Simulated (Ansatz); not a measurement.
# Pt (P6_3/mmc) in Ansatz: a series of runs

One crystal, Pt, is run at these levels: r2SCAN, PBE; tasks: single point, equation of state, phonons.

All numbers are computed with Ansatz 0.2.0; they aren't measurements. Logs are shortened: lines on timing, memory, paths and dates and some standing lists are left out, and cuts for length are marked.

### Step 1. Starting point

Symmetry: P6_3/mmc, No. 194, hexagonal system. The conventional cell has a = 2.761 Å, b = 2.761 Å, c = 4.792 Å, α = 90.00°, β = 90.00°, γ = 120.00°. Pt (site symmetry -6m2) has 12 Pt at 2.76 to 2.88 Å as nearest neighbours.

This isn't the form of Pt at room conditions, which is fcc.

### Step 2. Single point, r2SCAN, 14.87 Å³/atom (volume scaled by 0.94)

input.yaml reads:

```yaml
crystal:
  lattice:
    - [2.704309688, 0.0, 0.0]
    - [-1.352154844, 2.3420008895, 0.0]
    - [0.0, 0.0, 4.6943078975]
  atoms:
    - { symbol: Pt, position: [0.3333333333, 0.6666666667, 0.25] }
    - { symbol: Pt, position: [0.6666666667, 0.3333333333, 0.75] }
hamiltonian:
  xc: r2scan
  pseudopotentials: { kind: paw }
kpoints:
  mp_grid: { grid: [11, 11, 6] }
scf:
  occupations: { method: fermi_dirac, width: 0.05 }
output:
  forces: true
  stress: true
  eigenvalues: true
  write_density: true
  write_potential: true
  elf: true
  volumetric_format: npy
```

Potentials or basis: Ansatz PAW.

Started as:

```bash
ansatz run input.yaml --threads 2 --pin off --max-ram 5632MiB --backend cpu --events-out ev --progress --plain --runs-dir out
```

What it wrote:

```text
Warning: RAYON_NUM_THREADS=2 ignored (pool sized by the plan → 2); use --threads N
Engine: ansatz 0.2.0, x86_64-unknown-linux-gnu
Pseudopotentials: kind: paw
Pseudopotential: Pt, paw, valence charge 18, recommended cutoff 500 eV (meta_gga), Pt.paw.azcp
Functional definition: r2SCAN
  parameter k0 = 0.174
  parameter k1 = 0.065
  parameter a1 = 4.9479
  exchange = r2scan_x(k0 = k0, k1 = k1, a1 = a1)
  correlation = r2scan_c
Crystal: 2 atoms, lattice volume = 29.731 Å³
Basis set: ecut = 500 eV, 737 PW (Γ), exchange–correlation on 80×80×144 points (64 copies of the dense FFT grid, shifted against one another)
Bands: 22, of which v1, the nominal top of the filled ones, is band 18 counted from 1 (17 counted from 0)
Symmetry: 24 space group operations
Space group: P63/mmc (ITA 194), of the structure as read, at distance tolerance 3.1e-5 Å
k-points: 64 of 726
Non-local potential: Pt, projectors of the file, l = 0: 3, l = 1: 2, l = 2: 2, l = 3: 1
PAW form: soft (Blöchl's): semilocal exchange-correlation on the pseudo side does not see the compensation charge
PAW frozen core: Pt, regenerated for the run's functional (the file was generated under x = pbe(κ = 0.804, μ = 0.2195149727645171), c = pbe(β = 0.06672455060314922))
PAW one-centre angular grid: Pt, 590 points (default); XC on 160 Gauss nodes
Initial density: superposition of atomic densities (neutral atoms: chi_scale 0, normalization atom), corrected by the library's trained network
Initial wavefunctions: pseudopotential atomic-orbital guess
Functional: x = r2scan, c = r2scan; τ floored in thin density (d = 2e-4 eV/Å³)
SCF iter   1: F=—  HF=-25073.409001 eV  |F-HF|=—  |Δ(HF+E_count)|=         —  Δρ=1.57e-2  dr2=4.66e-2  dr2_τ=2.48e-2  ethr=1.77e-3  ⟨swp⟩=5.7  Hψ=5842  notcnv=0
preconditioner: auto → Kerker (q_TF=auto, 2.817 Å⁻¹)  [metal: Δε(μ)=0.013 eV  Ē_g=10.109 eV  σ=0.050 eV  W_gap=0.07  n_scr=10 (ndim 8)  ℏωp=30.5 eV  f_vac=0.000  D(μ)=3.73/eV (n_scr^D=42)]
SCF iter   2: F=—  HF=-25073.417220 eV  |F-HF|=—  |Δ(HF+E_count)|=   8.22e-3  Δρ=7.79e-3  dr2=9.50e-3  dr2_τ=1.31e-3  ethr=1.29e-4  ⟨swp⟩=2.3  Hψ=2678  notcnv=0
SCF iter   3: F=—  HF=-25073.417708 eV  |F-HF|=—  |Δ(HF+E_count)|=   4.89e-4  Δρ=1.68e-3  dr2=3.72e-4  dr2_τ=2.49e-5  ethr=2.64e-5  ⟨swp⟩=2.0  Hψ=2301  notcnv=0
SCF iter   4: F=—  HF=-25073.417935 eV  |F-HF|=—  |Δ(HF+E_count)|=   2.27e-4  Δρ=3.02e-4  dr2=1.56e-5  dr2_τ=1.70e-6  ethr=1.03e-6  ⟨swp⟩=2.0  Hψ=2056  notcnv=0
SCF iter   5: F=—  HF=-25073.417952 eV  |F-HF|=—  |Δ(HF+E_count)|=   1.63e-5  Δρ=1.01e-4  dr2=2.47e-6  dr2_τ=1.75e-7  ethr=4.33e-8  ⟨swp⟩=2.5  Hψ=2585  notcnv=0
SCF iter   6: F=—  HF=-25073.417956 eV  |F-HF|=—  |Δ(HF+E_count)|=   3.74e-6  Δρ=2.37e-5  dr2=1.14e-7  dr2_τ=4.12e-8  ethr=6.87e-9  ⟨swp⟩=2.0  Hψ=2070  notcnv=0
SCF iter   7: F=-25073.417956 eV  HF=-25073.417956 eV  |F-HF|=1.55e-8  |Δ(HF+E_count)|=   1.41e-7  Δρ=8.09e-6  dr2=1.50e-8  dr2_τ=5.85e-10  ethr=2.78e-10  ⟨swp⟩=8.2  Hψ=8843  notcnv=0
SCF 1 converged in 7 iterations: F = -25073.417956 eV  dr2 = 1.50e-8
SCF converged after 7 iterations
Free energy (F): -25073.417956 eV
Harris-Foulkes:  -25073.417956 eV  (|F-HF|=1.55e-8)
Internal energy: -25073.388238 eV  (E = F + TS)
E sigma→0 (E₀):  -25073.403097 eV
Entropy (-TS):   -0.029718 eV (-14.859 meV/atom)
Fermi energy:    23.550064 eV
--- Per-component energies (eV) ---
  E_band       = -280.227901
  E_kinetic    = 1278.692578
  E_local      = -2900.563336  (includes V_loc(G=0)·N_el)
  E_nonlocal   = 404.276698
  E_hartree    = 1083.379061
  E_xc         = -501.408306
  E_vxc        = -676.754741  (∫ρ·V_xc dr)
  E_paw        = -18960.100481  (= ΣΔE_a)
  E_vpaw       = -595.833149  (= ΣTr[D̂ρ^β])
  E_aug_tail   = 0.000319  (compensation charges beyond the density's cutoff)
  E_vtau       = 43.191415  (kinetic-family band-sum trace: ∫τ·v_τ [+ j·A + Jᵃ·Aᵃ] dr)
  E_ewald      = -5477.201781
  E_core_change = -0.462989  (= ΣΔE_core)
  E_smearing   = -0.029718  (= −TS)
  E_closure    = -0.000000  (closes the sum)
  Σ components = -25073.417956   (vs F -25073.417956, Δ=0.00e0)
--- Forces (eV/Å), atoms counted from 1 ---
  atom   1  Pt     0.00000000     0.00000000     0.00000000
  atom   2  Pt     0.00000000    -0.00000000     0.00000000
  max |Σ_I F_I| component: 2.78e-17 eV/Å
--- Stress (GPa, compression-positive) ---
       11.497004      -0.000000       0.000000
        0.000000      11.497004       0.000000
        0.000000       0.000000       9.312992
  P = ⅓ Tr σ = 10.7690 GPa (107.690 kbar)
--- Band table (eV; the first three rows and the last of 64) ---
  k-point 0: bands = ["-77.0142", "-76.9845", "-30.7752", "-30.4543", "-30.4543", "-30.4006", "-30.4006", "-30.3274", "12.9427", "15.6488", "19.0730", "19.6547", "19.6547", "20.0697", "20.0697", "21.4375", "21.4375", "22.7561", "23.2484", "23.2484", "28.9288", "39.3903"]
  k-point 1: bands = ["-77.0122", "-76.9865", "-30.7459", "-30.4507", "-30.4507", "-30.4042", "-30.4042", "-30.3581", "13.2023", "15.6240", "19.0107", "19.6175", "19.6175", "19.9929", "19.9929", "21.6328", "21.6328", "21.6848", "23.1929", "23.1929", "30.4530", "38.7059"]
  k-point 2: bands = ["-77.0068", "-76.9919", "-30.6653", "-30.4414", "-30.4409", "-30.4409", "-30.4141", "-30.4141", "13.9126", "15.4294", "18.9176", "19.5881", "19.5881", "19.8185", "19.8185", "20.0444", "22.0914", "22.0914", "22.9876", "22.9876", "33.4867", "38.0829"]
  k-point 63: bands = ["-76.9587", "-76.9587", "-30.8567", "-30.8567", "-30.7475", "-30.7475", "-30.4380", "-30.4380", "17.5853", "17.5853", "18.5110", "18.5110", "19.4497", "19.4497", "20.9229", "20.9229", "23.3994", "23.3994", "29.9985", "29.9985", "31.0984", "31.0984"]
```

Run time: 5.8 s. Hardware: 2 threads of Intel Xeon at 2.50GHz (Skylake/Cascade Lake), shared host; peak memory 0.42 GiB.

Results:

```
Free energy            : -25073.4180 eV
Pressure               : 10.8 GPa
Band gap on the k mesh : none (metal or under the smearing width)
```

Caveat: the PAW data sets come from PBE, with cores solved anew for the run's functional, which leaves a small shift of forces and pressure.

### Step 3. Single point, r2SCAN, 15.18 Å³/atom (volume scaled by 0.96)

Edit input.yaml of step 2 so:

```diff
@@ -2,5 +2,5 @@
   lattice:
-    - [2.704309688, 0.0, 0.0]
-    - [-1.352154844, 2.3420008895, 0.0]
-    - [0.0, 0.0, 4.6943078975]
+    - [2.7233547499, 0.0, 0.0]
+    - [-1.361677375, 2.3584943969, 0.0]
+    - [0.0, 0.0, 4.727367493]
   atoms:
@@ -19,5 +19 @@
   eigenvalues: true
-  write_density: true
-  write_potential: true
-  elf: true
-  volumetric_format: npy
```

Potentials or basis: Ansatz PAW.

Started as:

```bash
ansatz run input.yaml --threads 2 --pin off --max-ram 5632MiB --backend cpu --events-out ev --progress --plain --runs-dir out
```

Run time: 4.7 s. Hardware: 2 threads of Intel Xeon at 2.50GHz (Skylake/Cascade Lake), shared host; peak memory 0.41 GiB.

Results (log left out):

| Property | Result |
| --- | --- |
| Free energy | -25073.4475 eV |
| Pressure | 4.3 GPa |
| Band gap on the k mesh | none (metal or under the smearing width) |

Caveat: the PAW data sets come from PBE, with cores solved anew for the run's functional, which leaves a small shift of forces and pressure.

### Step 4. Single point, r2SCAN, 15.50 Å³/atom (volume scaled by 0.98)

Edit input.yaml of step 3 so:

```diff
@@ -2,5 +2,5 @@
   lattice:
-    - [2.7233547499, 0.0, 0.0]
-    - [-1.361677375, 2.3584943969, 0.0]
-    - [0.0, 0.0, 4.727367493]
+    - [2.7421371004, 0.0, 0.0]
+    - [-1.3710685502, 2.3747603895, 0.0]
+    - [0.0, 0.0, 4.7599710578]
   atoms:
@@ -19 +19,5 @@
   eigenvalues: true
+  write_density: true
+  write_potential: true
+  elf: true
+  volumetric_format: npy
```

Started as:

```bash
ansatz run input.yaml --threads 2 --pin off --max-ram 5632MiB --backend cpu --events-out ev --progress --plain --runs-dir out
```

Run time: 5.8 s. Hardware: 2 threads of Intel Xeon at 2.50GHz (Skylake/Cascade Lake), shared host; peak memory 0.42 GiB.

The run converged. Its results:

* Free energy: -25073.4533 eV
* Pressure: -1.3 GPa
* Band gap on the k mesh: none (metal or under the smearing width)

Caveat: the PAW data sets come from PBE, with cores solved anew for the run's functional, which leaves a small shift of forces and pressure.

### Step 5. Single point, r2SCAN, 15.81 Å³/atom

Edit input.yaml of step 4 so:

```diff
@@ -2,5 +2,5 @@
   lattice:
-    - [2.7421371004, 0.0, 0.0]
-    - [-1.3710685502, 2.3747603895, 0.0]
-    - [0.0, 0.0, 4.7599710578]
+    - [2.7606656158, 0.0, 0.0]
+    - [-1.3803328079, 2.3908065546, 0.0]
+    - [0.0, 0.0, 4.792134]
   atoms:
@@ -19,5 +19 @@
   eigenvalues: true
-  write_density: true
-  write_potential: true
-  elf: true
-  volumetric_format: npy
```

Started as:

```bash
ansatz run input.yaml --threads 2 --pin off --max-ram 5632MiB --backend cpu --events-out ev --progress --plain --runs-dir out
```

It took 5 s on 2 threads of Intel Xeon at 2.50GHz (Skylake/Cascade Lake), shared host; peak memory 0.44 GiB.

Results (log left out):

```
Free energy            : -25073.4382 eV
Pressure               : -6.2 GPa
Band gap on the k mesh : none (metal or under the smearing width)
```

Caveat: the PAW data sets come from PBE, with cores solved anew for the run's functional, which leaves a small shift of forces and pressure.

### Step 6. Single point, r2SCAN, 16.13 Å³/atom (volume scaled by 1.02)

Edit input.yaml of step 5 so:

```diff
@@ -2,5 +2,5 @@
   lattice:
-    - [2.7606656158, 0.0, 0.0]
-    - [-1.3803328079, 2.3908065546, 0.0]
-    - [0.0, 0.0, 4.792134]
+    - [2.7789487024, 0.0, 0.0]
+    - [-1.3894743512, 2.406640172, 0.0]
+    - [0.0, 0.0, 4.8238709117]
   atoms:
```

Potentials or basis: Ansatz PAW.

Started as:

```bash
ansatz run input.yaml --threads 2 --pin off --max-ram 5632MiB --backend cpu --events-out ev --progress --plain --runs-dir out
```

Run time: 5.2 s. Hardware: 2 threads of Intel Xeon at 2.50GHz (Skylake/Cascade Lake), shared host; peak memory 0.45 GiB.

Results (log left out):

* Free energy: -25073.4048 eV
* Pressure: -10.6 GPa
* Band gap on the k mesh: none (metal or under the smearing width)

Caveat: the PAW data sets come from PBE, with cores solved anew for the run's functional, which leaves a small shift of forces and pressure.

### Step 7. Single point, r2SCAN, 16.45 Å³/atom (volume scaled by 1.04)

Edit input.yaml of step 6 so:

```diff
@@ -2,5 +2,5 @@
   lattice:
-    - [2.7789487024, 0.0, 0.0]
-    - [-1.3894743512, 2.406640172, 0.0]
-    - [0.0, 0.0, 4.8238709117]
+    - [2.7969943295, 0.0, 0.0]
+    - [-1.3984971647, 2.4222681435, 0.0]
+    - [0.0, 0.0, 4.8551956265]
   atoms:
```

Started as:

```bash
ansatz run input.yaml --threads 2 --pin off --max-ram 5632MiB --backend cpu --events-out ev --progress --plain --runs-dir out
```

Run time: 5.3 s. Hardware: 2 threads of Intel Xeon at 2.50GHz (Skylake/Cascade Lake), shared host; peak memory 0.45 GiB.

The run converged. Its results:

```yaml
Free_energy: -25073.3555 eV
Pressure: -14.3 GPa
Band_gap_on_the_k_mesh: none (metal or under the smearing width)
```

Caveat: the PAW data sets come from PBE, with cores solved anew for the run's functional, which leaves a small shift of forces and pressure.

### Step 8. Single point, r2SCAN, 16.76 Å³/atom (volume scaled by 1.06)

Edit input.yaml of step 7 so:

```diff
@@ -2,5 +2,5 @@
   lattice:
-    - [2.7969943295, 0.0, 0.0]
-    - [-1.3984971647, 2.4222681435, 0.0]
-    - [0.0, 0.0, 4.8551956265]
+    - [2.8148100603, 0.0, 0.0]
+    - [-1.4074050301, 2.437697019, 0.0]
+    - [0.0, 0.0, 4.8861212732]
   atoms:
@@ -19 +19,5 @@
   eigenvalues: true
+  write_density: true
+  write_potential: true
+  elf: true
+  volumetric_format: npy
```

Started as:

```bash
ansatz run input.yaml --threads 2 --pin off --max-ram 5632MiB --backend cpu --events-out ev --progress --plain --runs-dir out
```

Wall time 6.4 s (2 threads of Intel Xeon at 2.50GHz (Skylake/Cascade Lake), shared host); peak memory 0.46 GiB.

Results (log left out):

```yaml
Free_energy: -25073.2922 eV
Pressure: -17.6 GPa
Band_gap_on_the_k_mesh: none (metal or under the smearing width)
```

Caveat: the PAW data sets come from PBE, with cores solved anew for the run's functional, which leaves a small shift of forces and pressure.

### Step 9. Equation of state, r2SCAN

Potentials or basis: Ansatz PAW.

No new run: the results of the series are fitted here.

Results:

```
Equilibrium volume                        : 15.42 Å³/atom
Bulk modulus at fixed shape and positions : 266 GPa
Pressure derivative of the bulk modulus   : 5.5
```

Energy against volume, from the lowest point:
| volume (Å³/atom) | energy (meV/atom) |
| --- | --- |
| 14.866 | 17.66 |
| 15.182 | 2.88 |
| 15.498 | 0.00 |
| 15.815 | 7.54 |
| 16.131 | 24.22 |
| 16.447 | 48.89 |
| 16.763 | 80.53 |

Caveat: the cell was scaled at fixed shape and fractional positions, which overstates the stiffness of a crystal with free parameters, most of all of layers and chains; the PAW data sets were made with another functional, which shifts forces and pressure a little.

(Continued in part 2 of 2.)
